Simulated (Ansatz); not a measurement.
Runs of Ansatz 0.2.0 on Hf. It takes space group P6_3/mmc (No. 194, hexagonal). The conventional cell has a = 3.197 Å, b = 3.197 Å, c = 5.058 Å, α = 90.00°, β = 90.00°, γ = 120.00°. Hf (site symmetry -6m2) has 12 Hf at 3.13 to 3.20 Å as nearest neighbours. 

| task | level | cell | k mesh | cutoff (eV) | smearing | mesh quality | gap on the mesh (eV) | pressure (GPa) | relaxed volume (Å³/atom) |
| --- | --- | --- | --- | --- | --- | --- | --- | --- | --- |
| single point | PBE | as given | 10 × 10 × 5 | 420 | gaussian 0.017 eV | not flagged | none | 0.6 | - |
| single point | PBE | as given | 10 × 10 × 5 | 420 | gaussian 0.016 eV | not flagged | none | 0.6 | - |
| single point | PBE | as given | 10 × 10 × 5 | 420 | gaussian 0.015 eV | not flagged | none | 0.6 | - |
| relaxation of cell and atoms | RPBE+D4 | relaxed | 10 × 10 × 5 | 420 | fermi-dirac 0.05 eV | not flagged | none | 0.0 | 22.62 |
| single point | PBE | as given | 10 × 10 × 5 | 420 | gaussian 0.018 eV | not flagged | none | 0.6 | - |
| single point | r2SCAN0 | as given | 5 × 5 × 3 | 500 | fermi-dirac 0.05 eV | coarse | none | 0.4 | - |
| single point | PBE | as given | 10 × 10 × 5 | 420 | gaussian 0.012 eV | not flagged | none | 0.6 | - |
| relaxation of cell and atoms | revPBE | relaxed | 10 × 10 × 5 | 420 | fermi-dirac 0.05 eV | not flagged | none | 0.0 | 22.95 |
| single point | PBE | as given | 10 × 10 × 5 | 420 | gaussian 0.02 eV | not flagged | none | 0.6 | - |
| single point | PBE | as given | 10 × 10 × 5 | 420 | gaussian 0.013 eV | not flagged | none | 0.6 | - |
| relaxation of cell and atoms | PBEsol+D4 | relaxed | 10 × 10 × 5 | 420 | fermi-dirac 0.05 eV | not flagged | none | 0.0 | (a) |
| single point | PBE | as given | 10 × 10 × 5 | 420 | gaussian 0.014 eV | not flagged | none | 0.6 | - |

Alike in all rows: potentials or basis Ansatz PAW; no spin polarisation.

Problem. Estimate the missing entries.

Solution. (a) 21.40.

Caveats: some runs use coarse meshes; the PAW data sets come from PBE, with cores solved anew for the run's functional, which leaves a small shift of forces and pressure (some runs); the plane-wave basis is chosen anew once the cell has moved, so the energies of steps on either side of that aren't comparable (some runs); pairwise dispersion overbinds metals, which lowers pressure and volume (some runs); the thresholds are loose for stress (some runs).

A k mesh can miss the band edges, and the runs leave out spin-orbit coupling on Hf.

A gap of «none» marks a metal or a gap under the smearing width.
